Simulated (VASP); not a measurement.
Here is a VASP 6.6.1 calculation.

The input POSCAR:

```
C
1.0
    0.0000000000      1.7833700000      1.7833700000
    1.7833700000      0.0000000000      1.7833700000
    1.7833700000      1.7833700000      0.0000000000
C
2
Direct
    0.7500000000      0.7500000000      0.7500000000
    0.5000000000      0.5000000000      0.5000000000
```

Contents of INCAR.step1:

```
PREC = Accurate ; ENCUT = 600
EDIFF = 1E-5 ; ISMEAR = -1
SIGMA = 0.05 ; LREAL = False
LASPH = True ; NELM = 60
ALGO = Normal ; LWAVE = True
LCHARG = False ; GGA = PE
```

File INCAR.step2:

```
PREC = Accurate ; ENCUT = 600
EDIFF = 1E-6 ; ISMEAR = -1
SIGMA = 0.05 ; LREAL = False
LASPH = True ; NELM = 60
ALGO = Normal ; ISIF = 3
LWAVE = False ; LCHARG = False
GGA = PE ; LHFCALC = True
AEXX = 0.25 ; PRECFOCK = Fast
IBRION = 2 ; NSW = 40
EDIFFG = -0.01 ; ISTART = 1
```

File KPOINTS:

```
regular mesh
0
Gamma
  7 7 7
```

Potentials or basis: VASP PAW PBE potentials, release 64 (C).

Run with:

```console
$ cat potpaw_PBE.64/C/POTCAR > POTCAR
$ cp INCAR.step1 INCAR
$ mpirun -np 1 vasp_std > vasp.out
$ cp INCAR.step2 INCAR
$ mpirun -np 1 vasp_std > vasp.out
```

Estimate the space group after relaxing (to 0.05 Å).

Fd-3m (No. 227).

Estimate the relaxed volume.

5.57 Å³/atom.

Predict the band gap on the k mesh.

6.22 eV, indirect (least direct gap 7.78 eV).

The path:
| step | energy change (eV) | largest force (eV/Å) | pressure (GPa) | volume (Å³) |
| --- | --- | --- | --- | --- |
| 1 | 0.0000 | 0.0000 | -8.21 | 11.34 |
| 2 | 0.0046 | 0.0000 | 11.94 | 10.87 |
| 3 | -0.0053 | 0.0000 | -0.04 | 11.14 |

Caveat: the k mesh is coarse (spacing up to 0.44 Å⁻¹), so the values aren't converged, least of all with exact exchange; the PAW data sets were made with another functional, which shifts forces and pressure a little; an odd mesh through Γ misses points on the zone boundary, where band edges often lie.
